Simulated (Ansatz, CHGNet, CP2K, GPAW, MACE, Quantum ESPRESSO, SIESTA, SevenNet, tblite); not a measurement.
## tblite runs on hcp Mg, size series (64 atoms)

Aim: run hcp Mg, size series (64 atoms) in tblite and see how near its forces come to a plane-wave reference, and at what cost.

Program: tblite 0.8.0. Level of theory: the method is named at each step. Results are calculated unless marked as measured.

## Step 1: The structure

The cell holds 64 atoms: 64 Mg. Cell: a = 12.836 Å, b = 12.836 Å, c = 10.422 Å, α = 90.0°, β = 90.0°, γ = 120.0°. It derives from Mg (hcp), repeated 4×4×2. Hcp Mg (a = 3.209 Å, c = 5.211 Å), 4 x 4 x 2 conventional cells; every coordinate displaced by a Gaussian of 0.03 Å. Then every atom was moved at random, 0.05 Å r.m.s. a Cartesian component.

The yardstick, on the same geometry:

- method: Kohn-Sham DFT, PBE, SSSP efficiency 1.3.0 pseudopotentials, plane waves (Quantum ESPRESSO 7.5); sssp-pbe-1.3.0-efficiency, cutoffs 45/360 Ry, Γ point
- r.m.s. force component: 0.1692 eV/Å
- longest force: 0.5443 eV/Å
- pressure: -0.5073 GPa
- time: 53 s on 4 MPI ranks of Arm Neoverse V1, shared host
- CPU time: 3.5 min

## Step 2: GFN1-xTB

Method: GFN1-xTB tight binding, diagonalisation.

Input file run.py:

```python
import numpy as np
from ase.io import read
from tblite.ase import TBLite

atoms = read("structure.xyz")
atoms.calc = TBLite(method="GFN1-xTB", electronic_temperature=580, accuracy=1.0, max_iterations=250, mixer_damping=0.1, verbosity=1)
energy = atoms.get_potential_energy()
forces = atoms.get_forces()
print(f"energy {energy:.6f} eV")
print("forces (eV/A)")
for i, (a, f) in enumerate(zip(atoms, forces)):
    print(f"{i:4d} {a.symbol:2s} {f[0]:10.5f} {f[1]:10.5f} {f[2]:10.5f}")
stress = -atoms.get_stress(voigt=False) * 160.21766
print("stress (GPa, compression positive)")
for row in stress:
    print(" ".join(f"{x:10.4f}" for x in row))
print("charges (e)")
print(np.array2string(atoms.get_charges(), precision=4, suppress_small=True, max_line_width=110, threshold=100000))
```

Input file structure.xyz:

```xyz
64
Lattice="12.83600 0.00000 0.00000 -6.41800 11.11630 0.00000 0.00000 0.00000 10.42200" Properties=species:S:1:pos:R:3 pbc="T T T"
Mg 6.37205 11.11052 10.41856
Mg -0.06116 1.82185 2.45261
Mg 6.36916 11.11019 5.21902
Mg -0.00180 1.91556 7.81056
Mg -1.62921 2.84566 0.02908
Mg -1.58101 4.62194 2.63708
Mg -1.54199 2.73417 5.17484
Mg -1.66034 4.64128 7.74125
Mg -3.26509 5.65709 10.34154
Mg -3.23936 7.31219 2.60289
Mg 9.59728 5.49534 5.16368
Mg -3.13879 7.39234 7.85266
Mg 8.01191 8.32044 10.34613
Mg -4.76286 10.19331 2.50951
Mg -4.80599 8.34756 5.10782
Mg -4.84238 10.24367 7.96741
Mg 3.29596 0.00656 10.40293
Mg 3.22415 1.85375 2.54401
Mg -3.13577 11.08617 5.22538
Mg 3.22729 1.78072 7.84579
Mg 1.61034 2.81320 10.37437
Mg 1.63646 4.48298 2.67616
Mg 1.53358 2.79275 5.21579
Mg 1.63659 4.52878 7.82828
Mg -0.08883 5.62618 0.00115
Mg -0.00937 7.43191 2.63708
Mg 0.04891 5.48789 5.28448
Mg 0.04088 7.39001 7.81567
Mg -1.69974 8.30321 0.01073
Mg -1.60071 10.18664 2.64854
Mg -1.66541 8.34779 5.13190
Mg -1.45753 10.19898 7.83067
Mg 0.02824 11.09029 0.03794
Mg 6.38097 1.90878 2.58872
Mg 6.31448 0.00145 5.19068
Mg 6.45137 1.88377 7.89175
Mg 4.72057 2.72594 10.38886
Mg 4.80323 4.52767 2.48763
Mg 4.83198 2.75417 5.24174
Mg 4.84636 4.60682 7.71374
Mg 3.29308 5.58105 0.02460
Mg 3.28794 7.47616 2.55933
Mg 3.21189 5.51068 5.22101
Mg 3.16285 7.37022 7.82244
Mg 1.57382 8.21806 0.09119
Mg 1.71919 10.24111 2.54568
Mg 1.63986 8.21061 5.12950
Mg 1.59994 10.18798 7.76210
Mg 3.24167 11.10107 0.11641
Mg 9.62418 1.80818 2.60685
Mg 9.55191 0.08115 5.23591
Mg 9.67449 1.80929 7.91270
Mg 8.05985 2.76462 0.06847
Mg 8.03713 4.59370 2.57090
Mg 8.10285 2.83377 5.26384
Mg 7.89748 4.57280 7.74855
[... 4 atom lines left out ...]
Mg 4.80952 8.23273 0.00542
Mg 4.74720 10.18487 2.57872
Mg 4.77101 8.26853 5.19182
Mg 4.92896 10.15930 7.81254
```

The run is started by

```sh
> OMP_NUM_THREADS=1 python run.py > output.txt
```

The log of the run:

```text
------------------------------------------------------------
  cycle        total energy    energy error   density error
------------------------------------------------------------
      1     -46.98872187460  -4.6603856E+01   4.7857174E-01
      2     -46.98902019388  -2.9831928E-04   4.3032634E-01
      3     -46.98795037677   1.0698171E-03   6.8111148E-03
      4     -46.98908244118  -1.1320644E-03   3.0356820E-03
      5     -46.98923369900  -1.5125782E-04   9.7292527E-04
      6     -46.98925350752  -1.9808520E-05   1.4302749E-04
      7     -46.98925368300  -1.7547859E-07   8.8879135E-05
      8     -46.98925370499  -2.1995866E-08   6.0068292E-05
      9     -46.98925370667  -1.6750121E-09   1.5240746E-05
------------------------------------------------------------
 total:                                   2.063 sec
energy -1278.642722 eV
forces (eV/A)
   0 Mg    0.03600   -0.02739   -0.03532
   1 Mg    0.15934   -0.03180   -0.16010
   2 Mg    0.19167   -0.04740   -0.07206
   3 Mg   -0.05643   -0.03311   -0.32963
   4 Mg    0.05669    0.05968   -0.29081
   5 Mg    0.10498    0.00426   -0.05263
   6 Mg   -0.12424   -0.12914   -0.09235
   7 Mg   -0.06141    0.00517    0.04613
   8 Mg    0.07375   -0.28040   -0.03903
   9 Mg   -0.04616    0.17962   -0.01900
  10 Mg    0.11358    0.06425   -0.04004
  11 Mg   -0.10215    0.16345   -0.37944
  12 Mg   -0.04403    0.00533    0.24731
  13 Mg   -0.11575    0.01625    0.42752
  14 Mg   -0.07574    0.07649    0.32924
  15 Mg    0.16875   -0.18311   -0.09560
  16 Mg   -0.14609   -0.10377    0.25167
  17 Mg   -0.13797   -0.07766    0.08650
  18 Mg   -0.32003    0.10842    0.14767
  19 Mg   -0.00252    0.04675   -0.25823
  20 Mg   -0.06441   -0.04501   -0.12391
  21 Mg   -0.07501    0.37050    0.12776
  22 Mg    0.21762   -0.38397   -0.27699
  23 Mg   -0.05032    0.29364    0.34346
[...]
56 Mg   -0.26762   -0.07579   -0.37337
  57 Mg    0.02115   -0.00760   -0.16572
  58 Mg   -0.07191   -0.13617   -0.51508
  59 Mg    0.15189    0.13237   -0.15310
  60 Mg    0.09392    0.20052   -0.19172
  61 Mg    0.29516   -0.03527    0.21575
  62 Mg    0.02878    0.30578   -0.00732
  63 Mg   -0.29869   -0.06827    0.07408
stress (GPa, compression positive)
   19.7645     0.1093     0.0203
    0.1093    19.7318    -0.0078
    0.0203    -0.0078    25.4421
charges (e)
[-0.0038  0.0044 -0.0049  0.0079 -0.0024 -0.0021  0.0007 -0.0031  0.0024  0.0002 -0.0009 -0.0039  0.0035
 -0.0005 -0.0018  0.0019  0.0005  0.0014 -0.0009 -0.0008  0.0008 -0.0015 -0.0001 -0.0005  0.0014 -0.0048
  0.0035 -0.0018  0.0021 -0.001  -0.0007  0.0001 -0.0028  0.0013  0.0003  0.0037  0.0002 -0.0018 -0.0043
 -0.001  -0.0003 -0.0007  0.0029 -0.     -0.0017  0.0028 -0.0025 -0.0014 -0.0019  0.0053 -0.0042 -0.0003
  0.0027 -0.0006  0.0022 -0.0013  0.0071 -0.0005  0.0054 -0.0009 -0.0003  0.0019 -0.0017 -0.0029]
```

Wall time 2.8 s (1 thread of Arm Neoverse V1, shared host); peak memory 0.13 GiB.

Banners, paths, timers and routine set-up lines are dropped from the logs unmarked, and long logs keep their key lines alone; longer cuts are marked.

Against the reference:

```yaml
r_m_s_force_component: 0.174 eV/Å
r_m_s_difference_of_force_components: 132.2 meV/Å
longest_difference_of_force_vectors: 542.5 meV/Å
force_difference_over_r_m_s_force: 78.16 %
slope_of_forces_against_the_reference_s: 0.7233
correlation_of_force_components: 0.7034
pressure: 21.65 GPa
pressure_difference: 22.15 GPa
```

Local excerpt of 13 atoms (numbers count through the whole input) about Mg13, picked at random; x, y, z are measured from there.

```csv
atom,x,y,z,distance (Å),bonds,Mulliken charge (e),Fx,Fy,Fz (eV/Å)
Mg13,0.00,0.00,0.00,0.00,12,0.00,-0.044,0.005,0.247
Mg16,-0.02,1.92,-2.38,3.06,12,0.00,0.169,-0.183,-0.096
Mg9,1.56,-2.66,0.00,3.09,12,0.00,0.074,-0.280,-0.039
Mg29,3.12,-0.02,0.09,3.13,12,0.00,0.238,0.163,0.018
Mg12,1.69,-0.93,-2.49,3.15,12,0.00,-0.102,0.163,-0.379
Mg57,-1.49,-2.78,0.00,3.16,12,0.01,-0.268,-0.076,-0.373
Mg14,0.06,1.87,2.59,3.19,12,0.00,-0.116,0.016,0.428
Mg61,-3.20,-0.09,0.08,3.20,12,0.00,0.094,0.201,-0.192
Mg58,-1.58,-0.97,2.64,3.22,12,0.00,0.021,-0.008,-0.166
Mg60,-1.65,-0.92,-2.62,3.23,12,0.00,0.152,0.132,-0.153
Mg1,-1.64,2.79,0.07,3.24,12,0.00,0.036,-0.027,-0.035
Mg10,1.58,-1.01,2.68,3.27,12,0.00,-0.046,0.180,-0.019
Mg17,1.70,2.80,0.06,3.28,12,0.00,-0.146,-0.104,0.252
```

Atoms are counted from 1 here, from 0 in the log.

Forces lie 78 % from the reference's, at 0.013 times its CPU time (on 1 against 4 cores).

## Step 3: Summary of results

```yaml
force_difference_from_the_reference: tblite GFN1-xTB, 78 %
its_cpu_time: 2.7 s
```

Tight binding differs by 78 % (tblite GFN1-xTB); it is another model, with fitted parameters of its own, and the xTB methods hold dispersion. One electronic-structure run takes under half the reference's CPU time: tblite GFN1-xTB, at 78 % in 2.7 s against 3.5 min, too far off to be of use; its pressure misses by +22.2 GPa. Periodic xTB results under one method name differ between programs and library versions. The reference's pressure holds the uncorrected Pulay stress of its 45 Ry basis, so small pressure differences, and their order, may be the reference's own error. The electronic-structure runs sample only Γ, in a cell whose shortest periodic width is 10 Å, which is coarse for a cell with partly filled levels.

[Also dropped from logs without a mark: logging warnings of Python, and SIESTA's first energy breakdown and zero terms.]

[Logs are printed without paths, hosts, clocks, repeated set-up lines and the standing remarks that a program may print on its own settings, such as how far it seeks lower states.]

[Hosts, paths, dates, database ids (printed as entryN), source tags and the programs' standing remarks are cut or masked in the printed files.]
